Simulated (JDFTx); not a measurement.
# As (R-3m) in JDFTx: single point with PBEsol

Aim: the single point of As with PBEsol.

All numbers are computed with JDFTx 1.7.0 (patched build); they aren't measurements. Logs are shortened: lines on timing, memory, paths and dates and some standing lists are left out, and cuts for length are marked. The log counts tension as positive stress, the text compression.

### Step 1. The undisturbed crystal

Symmetry: R-3m, No. 166, trigonal system. The conventional cell has a = 3.762 Å, b = 3.762 Å, c = 10.542 Å, α = 90.00°, β = 90.00°, γ = 120.00°. As (site symmetry 3m) has 3 As at 2.51 Å as nearest neighbours.

### Step 2. Single point, PBEsol (the cell as VASP's run set it)

Contents of As.in:

```
include As.lattice
coords-type Lattice
include As.ionpos

ion-species pseudo/As.upf
elec-cutoff 42 336
elec-ex-corr gga-PBEsol
kpoint-folding 9 9 9
elec-smearing Gauss 0.00036749322
elec-n-bands 22
electronic-SCF nIterations 100 energyDiffThreshold 1e-09
electronic-minimize nIterations 30 energyDiffThreshold 1e-7
converge-empty-states yes
forces-output-coords Cartesian

dump-name run.$VAR
dump End Ecomponents EigStats BandEigs Kpoints Forces Stress ElecDensity Dtot KEdensity
```

Contents of As.lattice:

```
lattice \
    7.8064586208     4.5700938301     4.5700938301 \
    0.0000000000     6.3289050067     2.3369746815 \
    0.0000000000     0.0000000000     5.8816313996
```

Contents of As.ionpos:

```
ion As     0.2260000000     0.2260000000     0.2260000000 1
ion As     0.7740000000     0.7740000000     0.7740000000 1
```

Potentials or basis: PseudoDojo-SR-PBEsol-0.4.1-standard with smoothed tails.

The run is started by

```
> jdftx -c 1 -i As.in -o As.out
```

What it wrote:

```text
*************** JDFTx 1.7.0 (patched build) ***************

Input parsed successfully to the following command list (including defaults):
[... the input with its defaults ...]

---------- Setting up symmetries ----------

Non-trivial transmission matrix:
[   1   0   0  ]
[  -1   1   0  ]
[   0  -1   1  ]
with reduced lattice vectors:
[      3.236365      0.000000      4.570094  ]
[     -6.328905      3.991930      2.336975  ]
[      0.000000     -5.881631      5.881631  ]

Found 12 point-group symmetries of the bravais lattice
Found 12 space-group symmetries with basis
Applied RMS atom displacement 0 bohrs to make symmetries exact.

---------- Initializing the Grid ----------
R =
[      7.80646      4.57009      4.57009  ]
[            0      6.32891      2.33697  ]
[            0            0      5.88163  ]
unit cell volume = 290.59
G =
[    0.80487  -0.581196  -0.394464  ]
[          0   0.992776  -0.394464  ]
[          0          0    1.06827  ]
Minimum fftbox size, Smin = [  68  68  68  ]
Chosen fftbox size, S = [  70  70  70  ]

---------- Initializing tighter grid for wavefunction operations ----------
R =
[      7.80646      4.57009      4.57009  ]
[            0      6.32891      2.33697  ]
[            0            0      5.88163  ]
unit cell volume = 290.59
G =
[    0.80487  -0.581196  -0.394464  ]
[          0   0.992776  -0.394464  ]
[          0          0    1.06827  ]
Minimum fftbox size, Smin = [  48  48  48  ]
Chosen fftbox size, S = [  48  48  48  ]

---------- Exchange Correlation functional ----------
Initalized PBEsol GGA exchange.
Initalized PBEsol GGA correlation.

---------- Setting up pseudopotentials ----------
Width of ionic core gaussian charges (only for fluid interactions / plotting) set to 0

Reading pseudopotential file 'pseudo/As.upf':
  'As' pseudopotential, 'PBESOL' functional
  Generated using ONCVPSP code by D. R. Hamann
  15 valence electrons, 3 orbitals, 6 projectors, 1001 radial grid points, with lMax = 2
    3D    l: 2   occupation: 10.0   eigenvalue: -1.493596
    4S    l: 0   occupation:  2.0   eigenvalue: -0.532985
    4P    l: 1   occupation:  3.0   eigenvalue: -0.190970
  Core radius for overlap checks: 1.74 bohrs.

Initialized 1 species with 2 total atoms.

Folded 1 k-points by 9x9x9 to 729 k-points.

---------- Setting up k-points, bands, fillings ----------
Reduced to 85 k-points under symmetry.
Computing the number of bands and number of electrons
Calculating initial fillings.
nElectrons:  30.000000   nBands: 22   nStates: 85

----- Setting up reduced wavefunction bases (one per k-point) -----
average nbasis = 3778.141 , ideal nbasis = 3777.882

---------- Setting up ewald sum ----------
Optimum gaussian width for ewald sums = 2.408321 bohr.
Real space sum over 1331 unit cells with max indices [  5  5  5  ]
Reciprocal space sum over 2197 terms with max indices [  6  6  6  ]

---------- Allocating electronic variables ----------
Initializing wave functions:  linear combination of atomic orbitals
Note: number of bands (22) exceeds available atomic orbitals (18)
As pseudo-atom occupations:   s ( 2 )  p ( 3 )  d ( 10 )
	FillingsUpdate:  mu: +0.412268140  nElectrons: 30.000000
LCAOMinimize: Iter:   0  F: -191.8864314611305986  |grad|_K:  3.710e-04  alpha:  1.000e+00
	FillingsUpdate:  mu: +0.414429020  nElectrons: 30.000000
LCAOMinimize: Iter:   1  F: -191.8883423483121362  |grad|_K:  8.308e-06  alpha:  6.523e-01  linmin:  2.077e-01  cgtest: -4.379e-01
	FillingsUpdate:  mu: +0.414373666  nElectrons: 30.000000
LCAOMinimize: Iter:   2  F: -191.8883433471681030  |grad|_K:  3.899e-06  alpha:  8.857e-01  linmin:  1.657e-04  cgtest:  4.733e-01
LCAOMinimize: Encountered beta<0, resetting CG.
	FillingsUpdate:  mu: +0.414349355  nElectrons: 30.000000
LCAOMinimize: Iter:   3  F: -191.8883435484249276  |grad|_K:  7.236e-08  alpha:  6.434e-01  linmin:  1.308e-04  cgtest:  4.797e-05
LCAOMinimize: Converged (|Delta F|<1.000000e-06 for 2 iters).

-------- Electronic minimization -----------
Will mix electronic density at each iteration.
	FillingsUpdate:  mu: +0.414349355  nElectrons: 30.000000
	FillingsUpdate:  mu: +0.395391175  nElectrons: 30.000000
SCF: Cycle:  0   F: -191.938908640138266   dF: -5.057e-02   |Residual|: 5.888e-02   |deigs|: 2.406e-01
	FillingsUpdate:  mu: +0.397054318  nElectrons: 30.000000
SCF: Cycle:  1   F: -191.944152654675833   dF: -5.244e-03   |Residual|: 2.335e-02   |deigs|: 4.847e-03
	FillingsUpdate:  mu: +0.398715637  nElectrons: 30.000000
SCF: Cycle:  2   F: -191.944645808670742   dF: -4.932e-04   |Residual|: 9.721e-03   |deigs|: 1.114e-03
	FillingsUpdate:  mu: +0.399333011  nElectrons: 30.000000
SCF: Cycle:  3   F: -191.944673312170238   dF: -2.750e-05   |Residual|: 1.543e-03   |deigs|: 5.612e-04
	FillingsUpdate:  mu: +0.399418120  nElectrons: 30.000000
SCF: Cycle:  4   F: -191.944675076925279   dF: -1.765e-06   |Residual|: 6.057e-04   |deigs|: 1.055e-04
	FillingsUpdate:  mu: +0.399450562  nElectrons: 30.000000
SCF: Cycle:  5   F: -191.944675938950581   dF: -8.620e-07   |Residual|: 1.064e-04   |deigs|: 1.095e-04
	FillingsUpdate:  mu: +0.399455981  nElectrons: 30.000000
SCF: Cycle:  6   F: -191.944676147722276   dF: -2.088e-07   |Residual|: 5.529e-05   |deigs|: 3.292e-05
	FillingsUpdate:  mu: +0.399460183  nElectrons: 30.000000
SCF: Cycle:  7   F: -191.944676264385890   dF: -1.167e-07   |Residual|: 3.280e-05   |deigs|: 2.641e-05
	FillingsUpdate:  mu: +0.399460759  nElectrons: 30.000000
SCF: Cycle:  8   F: -191.944676299692134   dF: -3.531e-08   |Residual|: 4.809e-06   |deigs|: 1.760e-05
	FillingsUpdate:  mu: +0.399460642  nElectrons: 30.000000
SCF: Cycle:  9   F: -191.944676321523758   dF: -2.183e-08   |Residual|: 3.665e-06   |deigs|: 3.428e-05
	FillingsUpdate:  mu: +0.399460636  nElectrons: 30.000000
SCF: Cycle: 10   F: -191.944676326582652   dF: -5.059e-09   |Residual|: 1.245e-06   |deigs|: 1.532e-05
	FillingsUpdate:  mu: +0.399460504  nElectrons: 30.000000
SCF: Cycle: 11   F: -191.944676330551772   dF: -3.969e-09   |Residual|: 1.161e-06   |deigs|: 1.077e-05
	FillingsUpdate:  mu: +0.399460529  nElectrons: 30.000000
SCF: Cycle: 12   F: -191.944676331365770   dF: -8.140e-10   |Residual|: 3.202e-07   |deigs|: 6.958e-06
	FillingsUpdate:  mu: +0.399460530  nElectrons: 30.000000
SCF: Cycle: 13   F: -191.944676332034049   dF: -6.683e-10   |Residual|: 5.946e-07   |deigs|: 1.787e-05
SCF: Converged (|Delta E|<1.000000e-09 for 2 iters).

Setting wave functions to eigenvectors of Hamiltonian
Converging empty states (this may take a while): |deigs|: 1.738e-05

# Stress tensor in Cartesian coordinates [Eh/a0^3]:
[ -3.29631e-06  8.64581e-06  5.86801e-06  ]
[  8.64581e-06 -1.57826e-05  3.00068e-06  ]
[  5.86801e-06  3.00068e-06 -1.81671e-05  ]

# Ionic positions in lattice coordinates:
ion As   0.226000000000000   0.226000000000000   0.226000000000000 1
ion As   0.774000000000000   0.774000000000000   0.774000000000000 1

# Forces in Cartesian coordinates:
force As   0.006253420671807   0.003197764931255   0.002170359537118 1
force As  -0.006253420671806  -0.003197764931256  -0.002170359537119 1

# Energy components:
   Eewald =     -119.6707659003378836
       EH =       60.0784312702652628
     Eloc =     -153.0848126865419658
      Enl =     -104.5234313460678237
      Exc =      -47.0114982906251839
 Exc_core =       19.9206482686991322
       KE =      152.3467526275526609
-------------------------------------
     Etot =     -191.9446760570557728
       TS =        0.0000002749782661
-------------------------------------
        F =     -191.9446763320340494

IonicMinimize: Iter:   0  F: -191.944676332034049  |grad|_K:  4.244e-03
IonicMinimize: None of the convergence criteria satisfied after 0 iterations.

#--- Lowdin population analysis ---
# oxidation-state As +0.037 +0.037

Dumping 'run.eigStats' ...
	eMin: -0.935159 at state 0 ( [ +0.000000 +0.000000 +0.000000 ] spin 0 )
	HOMO: +0.398143 at state 58 ( [ +0.222222 +0.222222 +0.333333 ] spin 0 )
	mu  : +0.399460
	LUMO: +0.400778 at state 76 ( [ +0.333333 +0.333333 +0.444444 ] spin 0 )
	eMax: +0.887046 at state 61 ( [ +0.222222 +0.222222 -0.333333 ] spin 0 )
	HOMO-LUMO gap: +0.002634
	Optical gap  : +0.020807 at state 4 ( [ +0.000000 +0.000000 +0.444444 ] spin 0 )
Done!
```

Run time: 6.5 min. Hardware: 1 thread of Arm Neoverse V2, shared host; peak memory 0.33 GiB.

What came out:

```yaml
Free_energy: -5223.0807 eV
Pressure: 0.4 GPa
Largest_force: 0.378 eV/Å
```

Forces in eV/Å, atoms in the order of the input:
```
As   0.322  0.164  0.112
As  -0.322 -0.164 -0.112
```

Stress tensor (GPa, compression positive):
```
 0.10 -0.25 -0.17
-0.25  0.46 -0.09
-0.17 -0.09  0.53
```

Levels at points of the mesh, in eV from the Fermi level:
| k point | band 11 | band 12 | band 13 | band 14 | band 15 | band 16 | band 17 | band 18 |
| --- | --- | --- | --- | --- | --- | --- | --- | --- |
| (0.00, 0.00, 0.00) | -15.05 | -5.78 | -2.46 | -1.99 | -1.99 | 1.62 | 2.93 | 2.93 |
